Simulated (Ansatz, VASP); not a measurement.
# Two plane-wave programs on Ni

File POSCAR:

```
Ni
1.0
    0.0000000000      1.7380692641      1.7380692641
    1.7380692641      0.0000000000      1.7380692641
    1.7380692641      1.7380692641      0.0000000000
Ni
1
Direct
    0.0000000000      0.0000000000      0.0000000000
```

Contents of INCAR.step1:

```
PREC     = Accurate       # precision mode
ENCUT    = 520            # plane-wave cutoff, eV
ISMEAR   = -1             # smearing method
SIGMA    = 0.05           # smearing width, eV
LREAL    = False          # projectors in reciprocal space
LASPH    = True           # aspherical terms in the spheres
NELM     = 150            # most SCF steps
ISPIN    = 2              # spin polarisation
MAGMOM   = 0.807          # initial moments
LMAXMIX  = 4              # l up to which the mixer works
NBANDS   = 15             # bands
GGA      = PE             # functional
ALGO     = Normal         # electronic algorithm
EDIFF    = 1E-4           # SCF threshold, eV
LWAVE    = True           # write WAVECAR
LCHARG   = False          # write CHGCAR
```

Contents of INCAR.step2:

```
PREC     = Accurate       # precision mode
ENCUT    = 520            # plane-wave cutoff, eV
EDIFF    = 1E-6           # SCF threshold, eV
ISMEAR   = -1             # smearing method
SIGMA    = 0.05           # smearing width, eV
LREAL    = False          # projectors in reciprocal space
LASPH    = True           # aspherical terms in the spheres
NELM     = 150            # most SCF steps
ALGO     = Normal         # electronic algorithm
ISIF     = 2              # what is computed and relaxed
LWAVE    = False          # write WAVECAR
LCHARG   = False          # write CHGCAR
ISPIN    = 2              # spin polarisation
MAGMOM   = 0.807          # initial moments
LORBIT   = 11             # projections on sites
LMAXMIX  = 4              # l up to which the mixer works
METAGGA  = R2SCAN         # meta-GGA
LMIXTAU  = True         
NBANDS   = 15             # bands
ISTART   = 1
```

KPOINTS

```
Automatic mesh
0
Gamma
  2 2 2
```

Input for Ansatz:

```yaml
crystal:
  lattice:
    - [0.0, 1.7380692641, 1.7380692641]
    - [1.7380692641, 0.0, 1.7380692641]
    - [1.7380692641, 1.7380692641, 0.0]
  atoms:
    - { symbol: Ni, position: [0.0, 0.0, 0.0], spin: 0.807 }
hamiltonian:
  xc: r2scan
  pseudopotentials:
    kind: paw
    azcp:
      Ni: "pseudopotentials/Ni.paw.azcp"
basis:
  ecutwfc: 500
  fft_grid_basis: typed
kpoints:
  mp_grid: { grid: [2, 2, 2], shift: [0, 0, 0] }
magnetization:
  spin_polarized: true
scf:
  occupations: { method: fermi_dirac, width: 0.05 }
  lower_state_search: "off"
output:
  stress: true
```

Alike in both runs: task single point; functional r2SCAN; k mesh 2 × 2 × 2; occupations fermi-dirac, width 0.05 eV; collinear spin.

|  | VASP | Ansatz |
| --- | --- | --- |
| version | VASP 6.6.1 | Ansatz 0.2.0 |
| potentials or method | VASP PAW PBE potentials, release 64 (Ni) | plane waves (500 eV) with PAW, scalar-relativistic |
| plane-wave cutoff (eV) | 520 | 500 |
| valence electrons in the cell | 10 | 18 |

|  | VASP | Ansatz | Ansatz less VASP |
| --- | --- | --- | --- |
| net moment per atom (μB) | 1.25 | 1.25 | 0.000 |
| size of the moment on the site where the two differ most (μB) | 1.26 | 1.30 | +0.043 |

Site moments also hang on the region over which each program counts them. The two sets of potentials don't hold the same shells in valence. Ansatz warned: «stability_check_not_made».

Caveats: the k mesh is coarse (spacing up to 1.57 Å⁻¹), so the values aren't converged.
